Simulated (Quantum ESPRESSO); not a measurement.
Runs of Quantum ESPRESSO 7.5 on MoS. The cell holds a slab with vacuum, 4 atoms: a = 3.184 Å, b = 3.184 Å, c = 32.335 Å, α = 90.00°, β = 90.00°, γ = 120.00°. 

```csv
level,form of the LDA correlation,gap on the mesh (eV),largest force (eV/Å),work function (eV)
LDA,PZ81,none,1.24,4.54
AM05,-,none,1.15,4.21
PBEsol,-,none,(a),4.33
BLYP,-,none,0.39,3.91
RPBE,-,none,0.69,4.08
revPBE,-,none,0.73,4.09
rev-vdW-DF2,-,none,0.76,4.48
PBE,-,none,0.82,(b)
```

Alike in all rows: task work function; potentials or basis SG15 PBE 1.2; no spin polarisation; cell as given; k mesh 10 × 10 × 1; cutoff (eV) 952; smearing fermi-dirac 0.05 eV.

**Question.** Fill in the values left out.

**Answer.** (a) 1.11; (b) 4.23.

Caveats: the potentials were made for another functional, which shifts forces and pressure (some runs).

A k mesh can miss the band edges, and the runs leave out spin-orbit coupling on Mo.

A gap of «none» marks a metal or a gap under the smearing width.
